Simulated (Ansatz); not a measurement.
PbO2 in the CdCl2-type structure

Computed with Ansatz (plane waves, PAW, 420 eV cutoff): PBE, scalar-relativistic, no spin polarisation, Γ-centred 12×12×12 mesh, 0.05 eV Gaussian smearing; PAW files: Ansatz's generated set soft_2.

```cif
data_structure
_symmetry_space_group_name_H-M 'R-3m:H'
_symmetry_Int_Tables_number 166
_cell_length_a 3.4463
_cell_length_b 3.4463
_cell_length_c 13.3436
_cell_angle_alpha 90.000
_cell_angle_beta 90.000
_cell_angle_gamma 120.000
_cell_volume 137.25
loop_
_atom_site_label
_atom_site_type_symbol
_atom_site_symmetry_multiplicity
_atom_site_Wyckoff_symbol
_atom_site_fract_x
_atom_site_fract_y
_atom_site_fract_z
_atom_site_occupancy
Pb1 Pb 3 a 0.00000 0.00000 0.00000 1
O1 O 6 c 0.33333 0.66667 0.92232 1
```

This is a trial structure; measured cells of the compound in the Crystallography Open Database are in space groups Pbcn, P42/mnm.

The cell above was scaled in volume, and shape and atoms were relaxed at each volume within its symmetry. Energies are counted from the cell above.

Cell and atoms are those of this level's equilibrium.

```tsv
V (Å³/atom)	ΔE (meV/atom)	P (GPa)	gap on the mesh (eV)
14.41	2.6	1.24	metal
14.64	?	?	?
14.95	0.3	0.37	0.03
15.25	0.0	0.00	0.13
15.56	0.3	-0.26	0.22
15.86	0.9	-0.41	0.32
16.32	2.2	-0.53	0.44
16.78	3.7	-0.55	0.56
```

Task: Fill in the withheld row.

Result: ΔE (meV/atom): 1.2, P (GPa): 0.84, gap on the mesh (eV): metal.

Task: Can a bulk modulus be trusted from these points?

Result: No. The energies are smooth (scatter 0.01 meV/atom), but the fit's B0′ of 15.0 is out of the usual range: the curve is too flat or too lopsided over this range, as for soft or weakly bound crystals, and a third-order form can't fix it.

For elements this heavy, spin–orbit coupling would shift levels and gaps; it isn't included here. The structure is built of weakly bound layers, and this functional has no dispersion term, so their spacing and all that hangs on it (volume, the soft elastic constants, low modes, dielectric constants) are poorly given.
